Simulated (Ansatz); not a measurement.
# BaTe (Fm-3m): phonons at finite temperature, part 3 of 4

Aim: the vibrations and stability of BaTe with thermal and zero-point motion included.

Ansatz 0.2.0; DFT PBE, scalar-relativistic, plane waves, PAW; PAW set soft_1.

So far. Step 2 (A first coarse run): The start is under 3.9 GPa at this level and looks like an insulator or semiconductor on this mesh. Step 5 (Relaxing to small residual forces and stress): The residual pressure is -9.1e-4 GPa, small enough for phonons. The relaxed cell has a = 7.065 Å (conventional setting).

The database entry behind the starting cell differs from later determinations by our own check (about 2.5 % short), so it need not match the best structure at ambient conditions.

## 7. Self-consistent phonons

Displacements are drawn from a Gaussian whose width depends on temperature, the forces on them update the Gaussian until it is self-consistent, and the free energy's curvature decides stability.

input.yaml

```yaml
crystal:
  lattice:
    - [0.0, 3.5323852144, 3.5323852144]
    - [3.5323852144, 0.0, 3.5323852144]
    - [3.5323852144, 3.5323852144, 0.0]
  atoms:
    - { symbol: Ba, position: [0.0, 0.0, 0.0] }
    - { symbol: Te, position: [0.5, 0.5, 0.5] }
kpoints:
  mp_grid: { grid: [4, 4, 4] }
hamiltonian:
  xc: pbe
  pseudopotentials: { kind: paw, azcp: { folder: soft_1 } }
scf:
  occupations: { method: fixed }
  lower_state_search: "off"
output:
  stress: true
  eigenvalues: true
phonons:
  method: fd
  dielectric: false
  supercell: [2, 2, 2]
  temperatures: { t_max: 1000, t_step: 50 }
  qpath:
    path:
      - [[0.0, 0.0, 0.0], [0.5, 0.0, 0.5], [0.625, 0.25, 0.625]]
      - [[0.375, 0.375, 0.75], [0.0, 0.0, 0.0], [0.5, 0.5, 0.5], [0.5, 0.25, 0.75], [0.5, 0.0, 0.5]]
    npoints: 10
  self_consistent:
    temperatures: [50.0, 200.0, 400.0, 800.0]
    max_frames: 96
    max_frequency_error: 3.0
```

Command:

```sh
ansatz run input.yaml --threads 8 --pin off --max-ram 16384MiB --backend cpu --events-out ev --progress --plain --runs-dir out
```

Numbers of over 12 decimals in the logs are rounded to 6 here.

The log of the run:

```text
[...]
Crystal: 16 atoms, lattice volume = 705.219 Å³
Basis set: ecut = 420 eV, 13803 PW (Γ), exchange–correlation on 144×144×144 points (8 copies of the dense FFT grid, shifted against one another)
Bands: 125, of which v1, the nominal top of the filled ones, is band 104 counted from 1 (103 counted from 0)
Symmetry: 384 space group operations
k-points: 3 of 8
[...]
SCF iter   1: F=—  HF=-103467.089360 eV  |F-HF|=—  |Δ(HF+E_count)|=         —  Δρ=2.39e-8  dr2=3.62e-12  ethr=1.00e-12  ⟨swp⟩=3.0  Hψ=957  notcnv=0  defer=12
[...]
SCF iter   2: F=-103467.089360 eV  HF=-103467.089360 eV  |F-HF|=2.91e-11  |Δ(HF+E_count)|=  2.91e-11  Δρ=1.05e-8  dr2=6.02e-13  ethr=1.00e-12  ⟨swp⟩=9.0  Hψ=1294  notcnv=0
SCF 1 converged in 2 iterations: F = -103467.089360 eV  dr2 = 6.02e-13
[...]
Symmetry: 8 space group operations
k-points: 4 of 8
[...]
SCF iter   7: F=-103467.089350 eV  HF=-103467.089350 eV  |F-HF|=1.46e-11  |Δ(HF+E_count)|=  7.28e-11  Δρ=1.33e-8  dr2=1.72e-12  ethr=1.00e-12  ⟨swp⟩=6.0  Hψ=2119  notcnv=0
SCF 2 converged in 7 iterations: F = -103467.089350 eV  dr2 = 1.72e-12
[...]
SCF iter   7: F=-103467.089351 eV  HF=-103467.089351 eV  |F-HF|=2.91e-11  |Δ(HF+E_count)|=  1.46e-11  Δρ=1.57e-8  dr2=3.60e-12  ethr=1.00e-12  ⟨swp⟩=6.2  Hψ=2113  notcnv=0
SCF 3 converged in 7 iterations: F = -103467.089351 eV  dr2 = 3.60e-12
[...]
── the supercell at rest and the probe, ahead of the frames of phonons at temperature ──
Symmetry: 1 space group operations
k-points: 8
[...]
SCF iter   1: F=—  HF=-103471.141344 eV  |F-HF|=—  |Δ(HF+E_count)|=         —  Δρ=2.79e-2  dr2=1.23e1  ethr=3.10e-3  ⟨swp⟩=4.5  Hψ=2970  notcnv=0  defer=134
[...]
SCF iter  10: F=-103467.089360 eV  HF=-103467.089360 eV  |F-HF|=8.73e-11  |Δ(HF+E_count)|=   1.27e-8  Δρ=1.67e-7  dr2=3.38e-10  ethr=1.00e-12  ⟨swp⟩=5.0  Hψ=3398  notcnv=0
SCF 1 converged in 10 iterations: F = -103467.089360 eV  dr2 = 3.38e-10
[...]
SCF iter   1: F=—  HF=-103471.140558 eV  |F-HF|=—  |Δ(HF+E_count)|=         —  Δρ=2.79e-2  dr2=1.23e1  ethr=3.10e-3  ⟨swp⟩=4.5  Hψ=2968  notcnv=0  defer=134
[...]
SCF iter  10: F=-103467.088638 eV  HF=-103467.088638 eV  |F-HF|=0.00e0  |Δ(HF+E_count)|=   7.29e-9  Δρ=1.32e-7  dr2=2.14e-10  ethr=1.00e-12  ⟨swp⟩=5.0  Hψ=3551  notcnv=0
SCF 2 converged in 10 iterations: F = -103467.088638 eV  dr2 = 2.14e-10
[...]
── population 1 of phonons at temperature: 8 frames at 800 K, the first ──
── frame 1/8 of population 1 ──
[...]
SCF iter   1: F=—  HF=-103469.803202 eV  |F-HF|=—  |Δ(HF+E_count)|=         —  Δρ=2.88e-2  dr2=1.38e1  ethr=3.10e-3  ⟨swp⟩=5.6  Hψ=3046  notcnv=0  defer=139
[...]
SCF iter  11: F=-103465.375274 eV  HF=-103465.375274 eV  |F-HF|=2.47e-10  |Δ(HF+E_count)|=   2.72e-9  Δρ=1.60e-7  dr2=3.33e-10  ethr=1.00e-12  ⟨swp⟩=5.1  Hψ=3731  notcnv=0
SCF 1 converged in 11 iterations: F = -103465.375274 eV  dr2 = 3.33e-10
[...]
── frame 2/8 of population 1 ──
SCF iter   1: F=—  HF=-103469.870574 eV  |F-HF|=—  |Δ(HF+E_count)|=         —  Δρ=2.88e-2  dr2=1.38e1  ethr=3.10e-3  ⟨swp⟩=5.9  Hψ=3051  notcnv=0  defer=140
[...]
SCF iter  11: F=-103465.458503 eV  HF=-103465.458503 eV  |F-HF|=1.89e-10  |Δ(HF+E_count)|=   3.14e-9  Δρ=1.67e-7  dr2=3.62e-10  ethr=1.00e-12  ⟨swp⟩=5.2  Hψ=3740  notcnv=0
SCF 1 converged in 11 iterations: F = -103465.458503 eV  dr2 = 3.62e-10
── frame 3/8 of population 1 ──
SCF iter   1: F=—  HF=-103469.881462 eV  |F-HF|=—  |Δ(HF+E_count)|=         —  Δρ=2.90e-2  dr2=1.43e1  ethr=3.10e-3  ⟨swp⟩=5.8  Hψ=3050  notcnv=0  defer=142
[...]
SCF iter  11: F=-103465.348406 eV  HF=-103465.348406 eV  |F-HF|=2.91e-11  |Δ(HF+E_count)|=   5.36e-9  Δρ=2.55e-7  dr2=1.30e-9  ethr=1.00e-12  ⟨swp⟩=5.9  Hψ=3777  notcnv=0
SCF 1 converged in 11 iterations: F = -103465.348406 eV  dr2 = 1.30e-9
── frame 4/8 of population 1 ──
SCF iter   1: F=—  HF=-103469.753093 eV  |F-HF|=—  |Δ(HF+E_count)|=         —  Δρ=2.91e-2  dr2=1.46e1  ethr=3.10e-3  ⟨swp⟩=5.9  Hψ=3051  notcnv=0  defer=141
[...]
89.38       90.32 ±  0.04       89.84 ±  0.04
            89.38       90.32 ±  0.04       89.84 ±  0.04
            94.68       95.59 ±  0.04       95.15 ±  0.04
  at 200 K
    the largest error of a frequency is 0.02 times what was asked for; the fitted model misses 0.7 % of the forces, every mode counted alike and far frames for less, of frames that it was not fitted to; the frames count as 8.7 of this Gaussian
    softest of the free energy's second derivatives: 39.55 ± 0.03 cm⁻¹ at q 0.5000 0.0000 0.5000; not told ahead of this temperature's last population
    the crystal stands in this phase at this temperature, as far as these wave vectors tell
    the ions' mean positions are those at rest
    free energy -12933.445328 ± 0.000018 eV a cell, of which vibrations -0.059158; entropy 76.325 ± 0.013 J/(mol·K) of cells
      by the supercell's own 45 modes alone, which lack the rigid motions: not to be laid beside figures on a mesh. There are none: the force constants hold no dipole–dipole term between the supercell's wave vectors
      the supercell's own free energy is the best Gaussian's, an upper bound on the crystal's, by how much is not told
    pressure 0.3058 ± 0.0024 GPa; at rest 0.0442, so that the ions' motion makes +0.2616
      stress (GPa, positive in compression): xx 0.3058 ± 0.0024, yy 0.3058 ± 0.0024, zz 0.3058 ± 0.0024, yz -0.0000 ± 0.0000, xz 0.0000 ± 0.0000, xy 0.0000 ± 0.0000
[...]
nothing is told beyond the Gaussian: the rings are not walked yet
    frequencies (cm⁻¹; below zero: imaginary; ±: error) of the harmonic crystal, of the Gaussian, of the free energy's second derivatives, each in its own ascending order
      q 0.0000 0.0000 0.0000
            86.20       88.63 ±  0.04       86.61 ±  0.04
            86.20       88.63 ±  0.04       86.61 ±  0.04
            86.20       88.63 ±  0.04       86.61 ±  0.04
      q 0.0000 0.0000 0.5000, and 3 like it
            65.61       66.92 ±  0.02       65.20 ±  0.02
            65.61       66.92 ±  0.02       65.20 ±  0.02
            75.37       76.35 ±  0.02       74.53 ±  0.02
            75.37       76.35 ±  0.02       74.53 ±  0.02
            95.55       96.35 ±  0.04       95.08 ±  0.04
           110.14      110.49 ±  0.04      109.38 ±  0.04
      q 0.0000 0.5000 0.5000, and 2 like it
            40.03       39.59 ±  0.03       39.55 ±  0.03
            40.03       39.59 ±  0.03       39.55 ±  0.03
            64.28       63.78 ±  0.04       63.73 ±  0.04
            89.38       91.87 ±  0.05       90.02 ±  0.05
            89.38       91.87 ±  0.05       90.02 ±  0.05
            94.68       97.00 ±  0.06       95.31 ±  0.06
  at 400 K
[...]
the ions' mean positions are those at rest
[...]
pressure 0.5379 ± 0.0067 GPa; at rest 0.0442, so that the ions' motion makes +0.4937
[...]
nothing is told beyond the Gaussian: the rings are not walked yet
[...]
q 0.0000 0.0000 0.0000
            86.20       90.61 ±  0.05       86.71 ±  0.07
            86.20       90.61 ±  0.05       86.71 ±  0.07
            86.20       90.61 ±  0.05       86.71 ±  0.07
      q 0.0000 0.0000 0.5000, and 3 like it
            65.61       68.01 ±  0.04       64.75 ±  0.06
            65.61       68.01 ±  0.04       64.75 ±  0.06
            75.37       77.23 ±  0.03       73.80 ±  0.04
            75.37       77.23 ±  0.03       73.80 ±  0.04
            95.55       97.07 ±  0.05       94.67 ±  0.07
           110.14      110.87 ±  0.08      108.76 ±  0.08
      q 0.0000 0.5000 0.5000, and 2 like it
            40.03       39.16 ±  0.05       39.09 ±  0.05
            40.03       39.16 ±  0.05       39.09 ±  0.05
            64.28       63.41 ±  0.06       63.31 ±  0.06
            89.38       94.02 ±  0.05       90.47 ±  0.06
            89.38       94.02 ±  0.05       90.47 ±  0.06
            94.68       98.96 ±  0.08       95.70 ±  0.09
  at 800 K
[...]
the ions' mean positions are those at rest
[...]
pressure 0.9862 ± 0.0103 GPa; at rest 0.0442, so that the ions' motion makes +0.9420
[...]
nothing is told beyond the Gaussian: the rings are not walked yet
[...]
q 0.0000 0.0000 0.0000
            86.20       94.03 ±  0.18       86.81 ±  0.33
            86.20       94.03 ±  0.18       86.81 ±  0.33
            86.20       94.03 ±  0.18       86.81 ±  0.33
      q 0.0000 0.0000 0.5000, and 3 like it
            65.61       69.92 ±  0.10       64.03 ±  0.22
            65.61       69.92 ±  0.10       64.03 ±  0.22
            75.37       78.76 ±  0.26       72.61 ±  0.37
            75.37       78.76 ±  0.26       72.61 ±  0.37
[...]
q 0.0000 0.5000 0.5000, and 2 like it
[...]
--- Phonons: 2 displaced members + reference (amplitude 0.0025 Å, Σ member SCF iterations 14) ---
  symmetry images taken by strict's conditions (phonons.symmetry_images: auto; settled by no image being taken that strict refuses)
  ASR residual: 2.553e-4 → 0.000e0 eV/Å²; symmetrization residual: 1.414e-4 eV/Å²
  largest component of a force at the reference: 5.4e-27 eV/Å
  ASR residual per site (eV/Å²): 2.34e-4 2.55e-4
  Γ frequencies (cm⁻¹): 0.00 0.00 0.00 86.20 86.20 86.20
  density of states and harmonic sums: on the 2×2×2 q-mesh (no non-analytic term)
  zero-point energy: 0.026831 eV/cell   skipped modes (ω ≤ 0): 3   left out of the sums: 6.25e-2 of the cell's modes: C_V's classical limit lies that fraction below 3 k_B per atom; for a crystal, a wire or a layer, F and S can be off by more, and a phonons.interpolated_qmesh denser along its periods is the remedy for the sampling
--- Phonons at temperature: the self-consistent harmonic approximation ---
  40 frames of 16 atoms (2×2×2 cells), in populations of 8, 8 at 800 K and 8 at 400 K and 8 at 200 K and 8 at 50 K: nothing lacks frames
  at 50 K
[...]
the ions' mean positions are those at rest
[...]
pressure 0.1390 ± 0.0015 GPa; at rest 0.0442, so that the ions' motion makes +0.0948
[...]
beyond the Gaussian, in the hollow that it stands in and those that the ions reach from there, by exact statistics on the surface that is fitted to the frames (rings of 8 beads):
      free energy -0.000040 ± 0.000003 eV a cell
      leaving out a pair of frames, or group of many, changes the fitted energy by up to 0.00 k_B T, T the rings' temperature (one standard deviation); of these ± those of the frequencies lack the bias that few frames leave, and those of the mean squares the mean places' part of it
      pressure +0.0002 ± 0.0001 GPa; with it, by the rings' own mean, 0.1392 ± 0.0015, so that the ions' motion makes +0.0950: by the supercell's own 45 modes alone, as the Gaussian's
      mean square displacement, over the three axes, of site 1 from 0, Te, the most changed: 0.00730 ± 0.00003 Å², of which +0.00006 beyond the Gaussian's
      softest frequency by how far the rings' centres move (above zero always: no sign of whether the crystal stands): 39.86 ± 0.01 cm⁻¹ at q 0.0000 0.5000 0.5000
[...]
q 0.0000 0.0000 0.0000
[...]
q 0.0000 0.0000 0.5000, and 3 like it
[...]
q 0.0000 0.5000 0.5000, and 2 like it
[...]
at 200 K
[...]
the ions' mean positions are those at rest
[...]
pressure 0.3058 ± 0.0024 GPa; at rest 0.0442, so that the ions' motion makes +0.2616
[...]
free energy -0.000578 ± 0.000032 eV a cell
[...]
q 0.0000 0.0000 0.0000
[...]
q 0.0000 0.0000 0.5000, and 3 like it
[...]
q 0.0000 0.5000 0.5000, and 2 like it
[...]
at 400 K
[...]
the ions' mean positions are those at rest
[...]
pressure 0.5379 ± 0.0067 GPa; at rest 0.0442, so that the ions' motion makes +0.4937
[...]
free energy -0.002290 ± 0.000110 eV a cell
[...]
q 0.0000 0.0000 0.0000
[...]
q 0.0000 0.0000 0.5000, and 3 like it
[...]
q 0.0000 0.5000 0.5000, and 2 like it
[...]
at 800 K
[...]
the ions' mean positions are those at rest
[...]
pressure 0.9862 ± 0.0103 GPa; at rest 0.0442, so that the ions' motion makes +0.9420
[...]
free energy -0.008312 ± 0.000319 eV a cell
[...]
q 0.0000 0.0000 0.0000
[...]
q 0.0000 0.0000 0.5000, and 3 like it
            65.61       69.92 ±  0.10       64.03 ±  0.22
            65.61       69.92 ±  0.10       64.03 ±  0.22
            75.37       78.76 ±  0.26       72.61 ±  0.37
            75.37       78.76 ±  0.26       72.61 ±  0.37
            95.55       98.39 ±  0.35       94.05 ±  0.42
           110.14      111.42 ±  0.10      107.54 ±  0.20
      q 0.0000 0.5000 0.5000, and 2 like it
            40.03       38.44 ±  0.20       38.30 ±  0.21
            40.03       38.44 ±  0.20       38.30 ±  0.21
            64.28       62.84 ±  0.17       62.64 ±  0.17
            89.38       97.72 ±  0.10       91.13 ±  0.22
            89.38       97.72 ±  0.10       91.13 ±  0.22
            94.68      102.54 ±  0.17       96.49 ±  0.27
```

Run time: 4.4 min. Hardware: 8 threads of Arm Neoverse V2, shared host; peak memory 3.2 GiB.

This step gave:

```yaml
point_group: m-3m
frames_solved: 40
pressure_of_the_lattice_at_rest: 0.04421 GPa
```

50 K; each column in its own order of rank; one wavevector of each set of like ones; translations left out; no LO-TO term. Modes at 50K, by row:

| q1 | q2 | q3 | rank | harmonic (cm⁻¹) | gaussian (cm⁻¹) | gaussian error (cm⁻¹) | hessian (cm⁻¹) | hessian error (cm⁻¹) | path integral (cm⁻¹) | path integral error (cm⁻¹) |
| --- | --- | --- | --- | --- | --- | --- | --- | --- | --- | --- |
| 0 | 0 | 0 | 1 | 86.2 | 87.1 | 0.1 | 86.6 | 0.1 | 86.6 | 0.1 |
| 0 | 0 | 0 | 2 | 86.2 | 87.1 | 0.1 | 86.6 | 0.1 | 86.6 | 0.1 |
| 0 | 0 | 0 | 3 | 86.2 | 87.1 | 0.1 | 86.6 | 0.1 | 86.6 | 0.1 |
| 0 | 0 | 0.5 | 1 | 65.6 | 66.1 | 0 | 65.6 | 0 | 65.6 | 0.1 |
| 0 | 0 | 0.5 | 2 | 65.6 | 66.1 | 0 | 65.6 | 0 | 65.6 | 0.1 |
| 0 | 0 | 0.5 | 3 | 75.4 | 75.8 | 0 | 75.3 | 0 | 75.3 | 0 |
| 0 | 0 | 0.5 | 4 | 75.4 | 75.8 | 0 | 75.3 | 0 | 75.3 | 0 |
| 0 | 0 | 0.5 | 5 | 95.6 | 95.8 | 0 | 95.5 | 0 | 95.5 | 0 |
| 0 | 0 | 0.5 | 6 | 110.1 | 110.3 | 0 | 110 | 0 | 110 | 0.1 |
| 0 | 0.5 | 0.5 | 1 | 40 | 39.9 | 0 | 39.9 | 0 | 39.9 | 0 |
| 0 | 0.5 | 0.5 | 2 | 40 | 39.9 | 0 | 39.9 | 0 | 39.9 | 0 |
| 0 | 0.5 | 0.5 | 3 | 64.3 | 64.1 | 0 | 64.1 | 0 | 64.1 | 0 |
| 0 | 0.5 | 0.5 | 4 | 89.4 | 90.3 | 0 | 89.8 | 0 | 89.9 | 0.1 |
| 0 | 0.5 | 0.5 | 5 | 89.4 | 90.3 | 0 | 89.8 | 0 | 89.9 | 0.1 |
| 0 | 0.5 | 0.5 | 6 | 94.7 | 95.6 | 0 | 95.1 | 0 | 95 | 0.1 |

200 K; each column in its own order of rank; one wavevector of each set of like ones; translations left out; no LO-TO term. Modes at 200K, by row:

| q1 | q2 | q3 | rank | harmonic (cm⁻¹) | gaussian (cm⁻¹) | gaussian error (cm⁻¹) | hessian (cm⁻¹) | hessian error (cm⁻¹) | path integral (cm⁻¹) | path integral error (cm⁻¹) |
| --- | --- | --- | --- | --- | --- | --- | --- | --- | --- | --- |
| 0 | 0 | 0 | 1 | 86.2 | 88.6 | 0 | 86.6 | 0 | 86.4 | 0.2 |
| 0 | 0 | 0 | 2 | 86.2 | 88.6 | 0 | 86.6 | 0 | 86.4 | 0.2 |
| 0 | 0 | 0 | 3 | 86.2 | 88.6 | 0 | 86.6 | 0 | 86.4 | 0.2 |
| 0 | 0 | 0.5 | 1 | 65.6 | 66.9 | 0 | 65.2 | 0 | 65.1 | 0.1 |
| 0 | 0 | 0.5 | 2 | 65.6 | 66.9 | 0 | 65.2 | 0 | 65.1 | 0.1 |
| 0 | 0 | 0.5 | 3 | 75.4 | 76.4 | 0 | 74.5 | 0 | 74.4 | 0.1 |
| 0 | 0 | 0.5 | 4 | 75.4 | 76.4 | 0 | 74.5 | 0 | 74.4 | 0.1 |
| 0 | 0 | 0.5 | 5 | 95.6 | 96.4 | 0 | 95.1 | 0 | 95 | 0.1 |
| 0 | 0 | 0.5 | 6 | 110.1 | 110.5 | 0 | 109.4 | 0 | 109.3 | 0.2 |
| 0 | 0.5 | 0.5 | 1 | 40 | 39.6 | 0 | 39.6 | 0 | 39.5 | 0 |
| 0 | 0.5 | 0.5 | 2 | 40 | 39.6 | 0 | 39.6 | 0 | 39.5 | 0 |
| 0 | 0.5 | 0.5 | 3 | 64.3 | 63.8 | 0 | 63.7 | 0 | 63.7 | 0 |
| 0 | 0.5 | 0.5 | 4 | 89.4 | 91.9 | 0.1 | 90 | 0.1 | 90 | 0.1 |
| 0 | 0.5 | 0.5 | 5 | 89.4 | 91.9 | 0.1 | 90 | 0.1 | 90 | 0.1 |
| 0 | 0.5 | 0.5 | 6 | 94.7 | 97 | 0.1 | 95.3 | 0.1 | 95.2 | 0.2 |

[end of part 3 of 4]

[Logs are printed without paths, hosts, clocks, repeated set-up lines and the standing remarks that a program may print on its own settings, such as how far it seeks lower states.]

[Hosts, paths, dates, database ids (printed as entryN), source tags and the programs' standing remarks are cut or masked in the printed files.]

[A step with changed settings may run another functional than the one named; its input shows which.]
